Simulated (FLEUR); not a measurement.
# InP (F-43m) in FLEUR: a series of runs

Runs on InP. Level: LDA. Tasks: band structure, equation of state.

Program: FLEUR MaX-R8.1 (later development tree). These are calculated values, not measurements. Logs are shortened: lines on timing, memory, paths and dates and some standing lists are left out, and cuts for length are marked.

**What was measured.**

A printed reference work, data compilation reports, for a bulk crystal of InP: band gap 1.4236 eV (direct) at 1.6 K; bulk modulus 71 GPa.

The results are compared with them further down.

## (1) The crystal as given

The structure is cubic, space group F-43m (No. 216). Conventional cell: a = 5.861 Å, b = 5.861 Å, c = 5.861 Å, α = 90.00°, β = 90.00°, γ = 90.00°. In (site symmetry -43m) has 4 P at 2.54 Å as nearest neighbours. P (site symmetry -43m) has 4 In at 2.54 Å as nearest neighbours.

## (2) Band structure, LDA

Input file inp.xml:

```xml
<?xml version="1.0" encoding="UTF-8" standalone="no"?>
<fleurInput fleurInputVersion="0.39">
   <comment>
      InP                                                                                                 
   </comment>
   <calculationSetup>
      <cutoffs Kmax="4.85" Gmax="15.0" GmaxXC="15.0" numbands="0"/>
      <scfLoop itmax="60" minDistance="0.00001" maxIterBroyd="15" imix="Anderson" alpha="0.05" precondParam="0.0" spinf="2.0" sdNocoIR="T"/>
      <coreElectrons ctail="T" frcor="F" kcrel="0" coretail_lmax="0"/>
      <xcFunctional name="vwn" relativisticCorrections="F"/>
      <magnetism jspins="1"/>
      <soc l_soc="F" theta="0.0" phi="0.0" spav="F"/>
      <expertModes spex="0" secvar="F"/>
      <geometryOptimization l_f="F" forcealpha="1.0" forcemix="BFGS" epsdisp="0.00001" epsforce="0.00001"/>
      <ldaU l_linMix="F" mixParam="0.05" spinf="1.0"/>
   </calculationSetup>
   <cell>
      <bzIntegration valenceElectrons="32.0" mode="hist" fermiSmearingEnergy="0.00183747">
         <kPointListSelection listName="default-1"/>
         <!-- k-points included here -->
         <xi:include xmlns:xi="http://www.w3.org/2001/XInclude" href="kpts.xml"> </xi:include>
      </bzIntegration>
      <!-- symmetry operations included here -->
      <xi:include xmlns:xi="http://www.w3.org/2001/XInclude" href="sym.xml"> </xi:include>
      <bulkLattice scale="1.0">
         <bravaisMatrix>
            <row-1>    0.0000000000000000     5.5378424081402997     5.5378424081402997</row-1>
[... 32 lines left out ...]
         <lo type="SCLO" l="1" n="2" eDeriv="0"/>
         <lo type="SCLO" l="0" n="3" eDeriv="2"/>
         <lo type="SCLO" l="2" n="3" eDeriv="2"/>
         <lo type="SCLO" l="3" n="4" eDeriv="2"/>
      </species>
   </atomSpecies>
   <atomGroups>
      <atomGroup species="Indium (In)">
         <relPos label="                   1">.0000000000 .0000000000 .0000000000</relPos>
         <force calculate="T" relaxXYZ="TTT"/>
      </atomGroup>
      <atomGroup species="Phosphorous (P)">
         <relPos label="                   2">-1.000/4.000 -1.000/4.000 -1.000/4.000</relPos>
         <force calculate="T" relaxXYZ="TTT"/>
      </atomGroup>
   </atomGroups>
   <output dos="F" band="F" slice="F">
      <checks vchk="F" cdinf="F"/>
      <bandDOS minEnergy="-.5*Htr" maxEnergy="0.5*Htr" sigma="0.015" storeEVData="T"/>
      <vacuumDOS vacdos="F" integ="F" star="F" nstars="0" locx1="0.0" locy1="0.0" locx2="0.0" locy2="0.0" nstm="0" tworkf="0.0"/>
      <unfoldingBand unfoldBand="F" supercellX="1" supercellY="1" supercellZ="1"/>
      <plotting iplot="0" polar="F">
         <plot TwoD="T" vec1="  1.0  0.0  0.0" vec2="  0.0  1.0  0.0" vec3="  0.0  0.0  1.0" zero="  0.0  0.0  0.0" file="plot"/>
      </plotting>
      <chargeDensitySlicing numkpt="0" minEigenval="0.0" maxEigenval="0.0" nnne="0" pallst="F"/>
      <specialOutput eonly="F"/>
      <moessbauerParams electricFieldGradient="T" isomerShift="T" coreHyperfine="T" valenceHyperfine="T"/>
      <magneticCircularDichroism mcd="F" energyLo="-10.0" energyUp="0.0"/>
   </output>
  <!-- We include the file relax.xml here to enable relaxations (see documentation) -->
  <xi:include xmlns:xi="http://www.w3.org/2001/XInclude" href="relax.xml"> <xi:fallback/> </xi:include>
</fleurInput>
```

Input file crystal.txt:

```
InP
&input cartesian=F /
0.0000000000  2.9305000000  2.9305000000
2.9305000000  0.0000000000  2.9305000000
2.9305000000  2.9305000000  0.0000000000
1.8897261246
1.0 1.0 1.0

2
49 0.0000000000  0.0000000000  0.0000000000
15 0.7500000000  0.7500000000  0.7500000000

&kpt div1=8 div2=8 div3=8 gamma=T /
```

Input file inp.xml (bands):

```
<?xml version="1.0" encoding="UTF-8" standalone="no"?>
<fleurInput fleurInputVersion="0.39">
   <comment>
      InP                                                                                                 
   </comment>
   <calculationSetup>
      <cutoffs Kmax="4.85" Gmax="15.0" GmaxXC="15.0" numbands="0"/>
      <scfLoop itmax="60" minDistance="0.00001" maxIterBroyd="15" imix="Anderson" alpha="0.05" precondParam="0.0" spinf="2.0" sdNocoIR="T"/>
      <coreElectrons ctail="T" frcor="F" kcrel="0" coretail_lmax="0"/>
      <xcFunctional name="vwn" relativisticCorrections="F"/>
      <magnetism jspins="1"/>
      <soc l_soc="F" theta="0.0" phi="0.0" spav="F"/>
      <expertModes spex="0" secvar="F"/>
      <geometryOptimization l_f="F" forcealpha="1.0" forcemix="BFGS" epsdisp="0.00001" epsforce="0.00001"/>
      <ldaU l_linMix="F" mixParam="0.05" spinf="1.0"/>
   </calculationSetup>
   <cell>
      <bzIntegration valenceElectrons="32.0" mode="hist" fermiSmearingEnergy="0.00183747">
         <kPointListSelection listName="path-1"/>
         <!-- k-points included here -->
         <xi:include xmlns:xi="http://www.w3.org/2001/XInclude" href="kpts.xml"> </xi:include>
      </bzIntegration>
      <!-- symmetry operations included here -->
      <xi:include xmlns:xi="http://www.w3.org/2001/XInclude" href="sym.xml"> </xi:include>
      <bulkLattice scale="1.0">
         <bravaisMatrix>
[... 31 lines left out ...]
         </electronConfig>
         <energyParameters s="3" p="3" d="3" f="4"/>
         <lo type="SCLO" l="1" n="2" eDeriv="0"/>
         <lo type="SCLO" l="0" n="3" eDeriv="2"/>
         <lo type="SCLO" l="2" n="3" eDeriv="2"/>
         <lo type="SCLO" l="3" n="4" eDeriv="2"/>
      </species>
   </atomSpecies>
   <atomGroups>
      <atomGroup species="Indium (In)">
         <relPos label="                   1">.0000000000 .0000000000 .0000000000</relPos>
         <force calculate="T" relaxXYZ="TTT"/>
      </atomGroup>
      <atomGroup species="Phosphorous (P)">
         <relPos label="                   2">-1.000/4.000 -1.000/4.000 -1.000/4.000</relPos>
         <force calculate="T" relaxXYZ="TTT"/>
      </atomGroup>
   </atomGroups>
   <output dos="F" band="T" slice="F">
      <checks vchk="F" cdinf="F"/>
      <bandDOS minEnergy="-.5*Htr" maxEnergy="0.5*Htr" sigma="0.015" storeEVData="T"/>
      <vacuumDOS vacdos="F" integ="F" star="F" nstars="0" locx1="0.0" locy1="0.0" locx2="0.0" locy2="0.0" nstm="0" tworkf="0.0"/>
      <unfoldingBand unfoldBand="F" supercellX="1" supercellY="1" supercellZ="1"/>
      <plotting iplot="0" polar="F">
         <plot TwoD="T" vec1="  1.0  0.0  0.0" vec2="  0.0  1.0  0.0" vec3="  0.0  0.0  1.0" zero="  0.0  0.0  0.0" file="plot"/>
      </plotting>
      <chargeDensitySlicing numkpt="0" minEigenval="0.0" maxEigenval="0.0" nnne="0" pallst="F"/>
      <specialOutput eonly="F"/>
      <moessbauerParams electricFieldGradient="T" isomerShift="T" coreHyperfine="T" valenceHyperfine="T"/>
      <magneticCircularDichroism mcd="F" energyLo="-10.0" energyUp="0.0"/>
   </output>
  <!-- We include the file relax.xml here to enable relaxations (see documentation) -->
  <xi:include xmlns:xi="http://www.w3.org/2001/XInclude" href="relax.xml"> <xi:fallback/> </xi:include>
</fleurInput>
```

Potentials or basis: all-electron, FLAPW.

Command:

```bash
inpgen -f crystal.txt -profile fastHighL
# inp.xml edited to the form shown
fleur_MPI
fleur_MPI   # second run, on inp.xml (bands)
```

Log:

```text
Welcome to FLEUR        (www.flapw.de)
      MaX-Release 8.1          (www.max-centre.eu)

 ========== k-point set info ==========
 Selected k-point list: default-1
 k-point list type: mesh
 8 x 8 x 8
 Number of k points: 29

 ------------Calculation Setup---------------------------
 Number of MPI-tasks      :            1
 Number of PE/node        :            1
 Number of OMP-threads    :            1
 Most efficient MPI parallelization for:
           1          29
 Additional eigenvalue parallelization possible
 Number of basis functions:          736
 Approximate size of matrices (H+S) per k-point:         0.016 GB
 --------------------------------------------------------
 Iteration:     1   Distance:       7.50328504 me/bohr^3
 Iteration:     2   Distance:       6.82153993 me/bohr^3
 Iteration:     3   Distance:       3.42945227 me/bohr^3
 Iteration:     4   Distance:       0.90871560 me/bohr^3
 Iteration:     5   Distance:       0.66017475 me/bohr^3
 Iteration:     6   Distance:       0.20319587 me/bohr^3
 Iteration:     7   Distance:       0.11993807 me/bohr^3
 Iteration:     8   Distance:       0.02262634 me/bohr^3
 Iteration:     9   Distance:       0.00151332 me/bohr^3
 Iteration:    10   Distance:       0.00134072 me/bohr^3
 Iteration:    11   Distance:       0.00020114 me/bohr^3
 Iteration:    12   Distance:       0.00007400 me/bohr^3
 Iteration:    13   Distance:       0.00003372 me/bohr^3
 Iteration:    14   Distance:       0.00000201 me/bohr^3

 ********************************************************************
 Run finished successfully
 Stop message:
   all done
 ********************************************************************
```

output (bands):

```text
Welcome to FLEUR        (www.flapw.de)
      MaX-Release 8.1          (www.max-centre.eu)

 ========== k-point set info ==========
 Selected k-point list: path-1
 k-point list type: path
 Number of k points: 60

 ------------Calculation Setup---------------------------
 Number of MPI-tasks      :            1
 Number of PE/node        :            1
 Number of OMP-threads    :            1
 Most efficient MPI parallelization for:
           1           2           3           4           5           6          10          12          15          20          30          60
 Additional eigenvalue parallelization possible
 Number of basis functions:          736
 Approximate size of matrices (H+S) per k-point:         0.016 GB
 --------------------------------------------------------
 Fermi energy correction for insulators:
 No automatic correction of the Fermi energy has been performed.

 Note: Band structure data (together with different weights) is also stored in the banddos.hdf file.
       A convenient way of extracting and plotting the data from that file is by making use of the

 ********************************************************************
 Run finished successfully
 Stop message:
   Charge density postprocessing done.
 ********************************************************************
```

out.xml (last iteration):

```text
<iteration numberForCurrentRun="   14" overallNumber="   14">
         <energyParameters units="Htr">
            <atomicEP atomType="1" spin="1" branch="5s" branchLowest="-4.01" branchHighest="1.16" value="-0.0415745870"/>
            <atomicEP atomType="1" spin="1" branch="5p" branchLowest="-2.49" branchHighest="1.87" value="0.1334275973"/>
            <atomicEP atomType="1" spin="1" branch="4d" branchLowest="-15.53" branchHighest="-0.23" value="-0.3102356477"/>
            <atomicEP atomType="1" spin="1" branch="4f" branchLowest="-9.99" branchHighest="2.04" value="0.4583103602"/>
            <loAtomicEP atomType="1" spin="1" branch="4s" branchLowest="-28.54" branchHighest="-4.01" value="-4.0175465505"/>
            <loAtomicEP atomType="1" spin="1" branch="4p" branchLowest="-23.45" branchHighest="-2.49" value="-2.5031192840"/>
            <loAtomicEP atomType="1" spin="1" branch="4p" branchLowest="-23.45" branchHighest="-2.49" value="-2.5031192840"/>
            <loAtomicEP atomType="1" spin="1" branch="4d" branchLowest="-15.53" branchHighest="-0.23" value="-0.3206698987"/>
            <loAtomicEP atomType="1" spin="1" branch="4f" branchLowest="-9.99" branchHighest="2.04" value="0.4583126686"/>
            <atomicEP atomType="2" spin="1" branch="3s" branchLowest="-5.93" branchHighest="0.94" value="-0.2289324197"/>
            <atomicEP atomType="2" spin="1" branch="3p" branchLowest="-4.14" branchHighest="1.46" value="-0.0018385710"/>
            <atomicEP atomType="2" spin="1" branch="3d" branchLowest="-9.99" branchHighest="1.96" value="0.2131791729"/>
            <atomicEP atomType="2" spin="1" branch="4f" branchLowest="-9.99" branchHighest="4.47" value="0.3815715221"/>
            <loAtomicEP atomType="2" spin="1" branch="2p" branchLowest="-9.99" branchHighest="-4.14" value="-4.1449350848"/>
            <loAtomicEP atomType="2" spin="1" branch="3s" branchLowest="-5.93" branchHighest="0.94" value="-0.2289324197"/>
            <loAtomicEP atomType="2" spin="1" branch="3d" branchLowest="-9.99" branchHighest="1.96" value="0.2131784618"/>
            <loAtomicEP atomType="2" spin="1" branch="4f" branchLowest="-9.99" branchHighest="4.47" value="0.3815745403"/>
         </energyParameters>
         <eigenvalues>
            <eigenvaluesAt spin="1" ikpt="1" k_x="0.00000000" k_y="0.00000000" k_z="0.00000000">
                      -4.1448255568       -4.1448255568       -4.1448255568       -4.0175402358       -2.4957638022
                      -2.4957638022       -2.4957638022       -0.3252748906       -0.3252748906       -0.3252748906
                      -0.3195590146       -0.3195590146       -0.2290807020        0.1956846856        0.1956846856
                       0.1956846856        0.2133212123        0.3412248270        0.3412248270        0.3412248270
                       0.4999455929        0.5417032174        0.5417032174        0.6005070765        0.6005070765
            </eigenvaluesAt>
            <eigenvaluesAt spin="1" ikpt="2" k_x="0.00000000" k_y="0.00000000" k_z="0.12500000">
                      -4.1448256679       -4.1448255463       -4.1448255463       -4.0175401629       -2.4957650512
                      -2.4957639870       -2.4957639870       -0.3259807748       -0.3249961141       -0.3249961141
                      -0.3195571823       -0.3195571823       -0.2224616148        0.1363368853        0.1886544788
                       0.1886544788        0.2501329863        0.3464567471        0.3515546337        0.3515546337
[... 40 lines left out ...]
            <state n="1" l="0" j="0.5" energy="-75.8531094173" weight="1.0000000000"/>
            <state n="2" l="0" j="0.5" energy="-5.9327678935" weight="1.0000000000"/>
         </coreStates>
         <allElectronCharges>
            <spinDependentCharge spin="1" total="64.0000000" interstitial="4.1397654" mtSpheres="59.8602346"/>
            <totalCharge value="63.9999999971"/>
         </allElectronCharges>
         <moessbauerParams unitsHFF="kG" unitsIS="e/bohr^3" unitsEFG="Htr/bohr^2">
            <coreIsomerShift atomType="1" isTotal="176257.57685">
               <shell n="1" l="0" isomerShift="154360.89848"/>
               <shell n="2" l="0" isomerShift="17946.32323"/>
               <shell n="2" l="1" isomerShift="412.91524"/>
               <shell n="3" l="0" isomerShift="3451.80315"/>
               <shell n="3" l="1" isomerShift="85.63673"/>
               <shell n="3" l="2" isomerShift="0.00001"/>
            </coreIsomerShift>
            <coreIsomerShift atomType="2" isTotal="2355.73925">
               <shell n="1" l="0" isomerShift="2194.08969"/>
               <shell n="2" l="0" isomerShift="161.64956"/>
            </coreIsomerShift>
            <isomerShift atomType="1" nucleusRadius="0.0001148" averageDensity="176990.65354"/>
            <isomerShift atomType="2" nucleusRadius="0.0000742" averageDensity="2368.76851"/>
            <electricFieldGradient atomType="1" VXX="0.00000" VYY="0.00000" VZZ="0.00000" asymParam="0.00000">
            </electricFieldGradient>
            <electricFieldGradient atomType="2" VXX="0.00000" VYY="0.00000" VZZ="0.00000" asymParam="0.00000">
            </electricFieldGradient>
         </moessbauerParams>
         <totalEnergy                                    value="    -6219.1447245512" units="Htr">
            <sumOfEigenvalues                            value="    -3727.5754907298">
               <coreElectrons value="-3676.6666729633"/>
               <valenceElectrons value="-50.9088177666"/>
            </sumOfEigenvalues>
            <densityCoulombPotentialIntegral value="-10008.8547278932"/>
            <densityEffectivePotentialIntegral value="-10243.3435365530"/>
            <chargeDenXCDenIntegral value="-176.9121014471"/>
            <FockExchangeEnergyValence value="0.0000000000"/>
            <FockExchangeEnergyCore value="0.0000000000"/>
            <atomTypeDependentContributions atomType="1">
               <electronNucleiInteractionDifferentMTs value="7120.3062508793"/>
               <MadelungTerm value="-23.0336342785"/>
            </atomTypeDependentContributions>
            <atomTypeDependentContributions atomType="2">
               <electronNucleiInteractionDifferentMTs value="401.5789212609"/>
               <MadelungTerm value="-8.6544985620"/>
            </atomTypeDependentContributions>
            <tkbTimesEntropy value="0.0000011774"/>
            <freeEnergy value="-6219.1447257286"/>
            <extrapolationTo0K value="-6219.1447251399"/>
         </totalEnergy>
         <densityConvergence units="me/bohr^3">
            <chargeDensity spin="1" distance="0.0000020102"/>
         </densityConvergence>
      </iteration>
```

Wall time 2.5 min (1 thread of Arm Neoverse V2, shared host); peak memory 0.08 GiB.

Results:

```yaml
Free_energy: -169231.5493 eV
Band_gap_on_the_k_mesh: 0.48 eV, direct
Band_gap_along_the_path: 0.48 eV, direct
Valence_electrons_inside_the_program's_atomic_spheres: In 19.05; P 8.81 (radii In 2.42, P 2.02 bohr)
```

Levels at the corners of the path, in eV from the valence-band top:
```
point  band 12  band 13  band 14  band 15  band 16  band 17  band 18  band 19  band 20  band 21
    Γ   -14.02   -11.56     0.00     0.00     0.00     0.48     3.96     3.96     3.96     8.28
    X   -13.98    -9.13    -5.88    -2.36    -2.36     1.60     2.12     8.99     9.42     9.42
    W   -14.01    -9.05    -5.73    -3.00    -2.97     4.18     4.27     5.40     6.05     9.99
    K   -14.00    -9.15    -5.73    -3.37    -1.97     2.21     4.27     7.37     7.40     8.06
    Γ   -14.02   -11.56     0.00     0.00     0.00     0.48     3.96     3.96     3.96     8.28
    L   -14.01    -9.81    -5.84    -0.99    -0.99     1.31     4.70     4.70     6.90     9.23
    U   -14.00    -9.15    -5.73    -3.37    -1.97     2.21     4.27     7.37     7.40     8.06
    W   -14.01    -9.05    -5.73    -3.00    -2.97     4.18     4.27     5.40     6.05     9.99
    L   -14.01    -9.81    -5.84    -0.99    -0.99     1.31     4.70     4.70     6.90     9.23
    K   -14.00    -9.15    -5.73    -3.37    -1.97     2.21     4.27     7.37     7.40     8.06
    U   -14.00    -9.15    -5.73    -3.37    -1.97     2.21     4.27     7.37     7.40     8.06
    X   -13.98    -9.13    -5.88    -2.36    -2.36     1.60     2.12     8.99     9.42     9.42
```

Core levels (eV from the Fermi level):
```
atom                                                                                                                             levels
1 In  1s1/2 -27699.5, 2s1/2 -4143.5, 2p1/2 -3865.9, 2p3/2 -3655.4, 3s1/2 -782.2, 3p1/2 -670.0, 3p3/2 -632.0, 3d3/2 -432.8, 3d5/2 -425.0
 2 P                                                                                                        1s1/2 -2069.7, 2s1/2 -167.0
```

Caveat: spin-orbit coupling is left out, which moves the levels of the heavy elements.

## (3) Equation of state, LDA, 23.66 Å³/atom (volume scaled by 0.94)

Changes to inp.xml since step 2:

```diff
@@ -6,3 +6,3 @@
    <calculationSetup>
-      <cutoffs Kmax="4.85" Gmax="15.0" GmaxXC="15.0" numbands="0"/>
+      <cutoffs Kmax="5.0" Gmax="15.5" GmaxXC="15.5" numbands="0"/>
       <scfLoop itmax="60" minDistance="0.00001" maxIterBroyd="15" imix="Anderson" alpha="0.05" precondParam="0.0" spinf="2.0" sdNocoIR="T"/>
@@ -24,3 +24,3 @@
       <xi:include xmlns:xi="http://www.w3.org/2001/XInclude" href="sym.xml"> </xi:include>
-      <bulkLattice scale="1.0">
+      <bulkLattice scale="0.9795861087">
          <bravaisMatrix>
@@ -34,3 +34,3 @@
       <species name="Indium (In)" element="In" atomicNumber="49">
-         <mtSphere radius="2.42" gridPoints="801" logIncrement="0.016"/>
+         <mtSphere radius="2.35" gridPoints="801" logIncrement="0.016"/>
          <atomicCutoffs lmax="10" lnonsphr="8"/>
@@ -50,3 +50,3 @@
       <species name="Phosphorous (P)" element="P" atomicNumber="15">
-         <mtSphere radius="2.02" gridPoints="669" logIncrement="0.017"/>
+         <mtSphere radius="1.96" gridPoints="669" logIncrement="0.017"/>
          <atomicCutoffs lmax="8" lnonsphr="6"/>
```

Potentials or basis: all-electron, FLAPW.

Command:

```bash
inpgen -f crystal.txt -profile fastHighL
# inp.xml edited to the form shown
fleur_MPI
```

Wall time 2.5 min (1 thread of Arm Neoverse V2, shared host); peak memory 0.09 GiB.

Results (log left out):

```
Free energy                                           : -169231.5309 eV
Band gap on the k mesh                                : 0.81 eV, direct
Valence electrons inside the program's atomic spheres : In 18.92; P 8.67 (radii In 2.35, P 1.96 bohr)
```

Caveat: spin-orbit coupling is left out, which moves the levels of the heavy elements.

(Continued in part 2 of 2.)
